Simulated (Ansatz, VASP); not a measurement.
One calculation of Sb, two programs

```xyz
1
Lattice="3.0833 0.0000 0.0000 0.0000 3.0833 0.0000 0.0000 0.0000 3.0833" Properties=species:S:1:pos:R:3 pbc="T T T"
Sb    0.0000    0.0000    0.0000
```

Alike in both runs: task single point; functional PBEsol; k mesh 12 × 12 × 12; occupations fermi-dirac, width 0.05 eV; non-collinear spin, spin-orbit coupling.

|  | VASP | Ansatz |
| --- | --- | --- |
| version | VASP 6.6.1 | Ansatz 0.2.0 |
| potentials or method | VASP PAW PBE potentials, release 64 (Sb), cutoff 520 eV | all-electron LAPW |

```csv
,VASP,Ansatz,Ansatz less VASP
pressure (GPa),-1.1,-1.2,-0.11
net moment per atom (μB),0.00,0.00,0.000
```

Ansatz ran all-electron here, so the differences hold the error of VASP's frozen core and of both bases.

Caveats: the PAW data sets were made with another functional, which shifts forces and pressure a little (VASP).
